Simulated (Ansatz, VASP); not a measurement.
# MgO in VASP and in Ansatz

```
Mg O
1.0
     0.00000    2.09271    2.09271
     2.09271    0.00000    2.09271
     2.09271    2.09271    0.00000
Mg O
1 1
Direct
  0.00000 0.00000 0.00000
  0.50000 0.50000 0.50000
```

Alike in both runs: functional PBE; k mesh 10 × 10 × 10; occupations gaussian, width 0.02 eV; no spin polarisation.

Ansatz relaxed the structure, and its values are those at the end. VASP's run is a single point on that final structure, the one shown.

|  | VASP | Ansatz |
| --- | --- | --- |
| version | VASP 6.6.1 | Ansatz 0.2.0 |
| potentials or method | VASP PAW PBE potentials, release 64 (Mg, O) | scalar-relativistic, plane waves, PAW |
| plane-wave cutoff (eV) | 520 | 420 |
| valence electrons in the cell | 8 | 16 |

Ansatz gave:

```
gap on the k mesh at the Fermi level (eV) : 4.93
least direct gap on the mesh (eV)         : 4.93
pressure (GPa)                            : 8.0
```

Question: Estimate VASP's values.

Answer: gap on the k mesh at the Fermi level (eV): 4.91; least direct gap on the mesh (eV): 4.91; pressure (GPa): 7.3.

The two sets of potentials don't hold the same shells in valence.

A hybrid or GW would open this gap; PBE tends to underestimate it.
